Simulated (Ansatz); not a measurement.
A run of Ansatz 0.2.0 is set up as follows.

Contents of input.yaml:

```yaml
crystal:
  lattice: { a: 3.929552, b: 3.929552, c: 3.929552, alpha: 90.0, beta: 90.0, gamma: 90.0 }
  space_group: 225
  reduce_to_primitive: true
  atoms:
    - { symbol: Zn, wyckoff: "4a", position: [0.0, 0.0, 0.0] }
hamiltonian:
  xc: pbe
  pseudopotentials: { kind: paw, source: jth }
  dispersion: d4
kpoints:
  mp_grid: { grid: [12, 12, 12] }
scf:
  occupations: { method: fermi_dirac, width: 0.1 }
  n_extra_bands: 6
output:
  forces: true
  stress: true
  eigenvalues: true
  dos: { projected: false, de: 0.05, nscf_kmesh: { grid: [18, 18, 18] } }
```

Potentials or basis: JTH PAW.

The run is started by

```bash
$ ansatz run input.yaml --threads 1 --pin off --max-ram 2560MiB --backend cpu --events-out ev --progress --plain --runs-dir out
```

Task: Predict the band gap on the k mesh.

Result: None (metal or under the smearing width).

Task: What does it give for the density of states at the Fermi level?

Result: 0.32 states/eV per cell.

Task: What does it give for the pressure?

Result: -3.4 GPa.

States per cell in windows of 1 eV (zero at the Fermi level; states under -8 eV left out):
| from (eV) | total |
| --- | --- |
| -8.0 | 7.21 |
| -7.0 | 2.10 |
| -6.0 | 0.22 |
| -5.0 | 0.23 |
| -4.0 | 0.25 |
| -3.0 | 0.28 |
| -2.0 | 0.25 |
| -1.0 | 0.32 |
| 0.0 | 0.30 |
| 1.0 | 0.29 |
| 2.0 | 0.34 |
| 3.0 | 0.36 |
| 4.0 | 0.38 |
| 5.0 | 0.40 |
| 6.0 | 0.42 |
| 7.0 | 0.45 |

Caveat: pairwise dispersion overbinds metals, which lowers pressure and volume.
